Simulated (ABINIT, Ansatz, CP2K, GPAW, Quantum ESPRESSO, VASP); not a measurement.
**Zn: programs and potentials compared**

```
Zn
1.0
     2.67000    0.00000    0.00000
    -1.33500    2.31229    0.00000
     0.00000    0.00000    4.96600
Zn
2
Direct
  0.66667 0.33333 0.75000
  0.33333 0.66667 0.25000
```

Alike in all runs: task single point; functional PBE; k mesh 11 × 11 × 6; occupations fermi-dirac, width 0.05 eV; no spin polarisation; no spin-orbit coupling. Pressure is positive in compression and, in plane waves, holds the error of the finite cutoff, which Ansatz's Pulay term estimates and takes out.

| program and potentials | plane-wave cutoff (eV) | notes | pressure (GPa) |
| --- | --- | --- | --- |
| Quantum ESPRESSO, SSSP 1.3 efficiency PBE | 748 | 20 valence electrons an atom on average | -0.75 |
| Ansatz, all-electron LAPW, scalar-relativistic | - | - | -0.67 |
| Ansatz, Ansatz PAW (earlier soft set) | 420 | 12 valence electrons an atom on average; Pulay term of +0.13 GPa included | -0.67 |
| GPAW, GPAW PAW data sets (gpaw-data 1.2.1) | 600 | 12 valence electrons an atom on average | -0.96 |
| CP2K, POTENTIAL_UZH Zn GTH-PBE-q12; TZVP-MOLOPT-PBE-GTH basis | - | atomic basis; 12 valence electrons an atom on average | -0.26 |
| ABINIT, JTH PAW PBE v2.0 | 599 | 12 valence electrons an atom on average | -1.02 |
| VASP, PBE PAW files Zn, 520 eV | 520 | 12 valence electrons an atom on average | -0.36 |

The pressure spans -1.02 (ABINIT, JTH PAW PBE v2.0) to -0.26 GPa (CP2K, POTENTIAL_UZH Zn GTH-PBE-q12; TZVP-MOLOPT-PBE-GTH basis), with all-electron results at -0.67. Rows in atomic bases carry the error of their basis and grid, which can be large.

The functional is the same throughout but for its coding, so the spread measures potentials, basis and numerics; runs on potential files found faulty are left out.
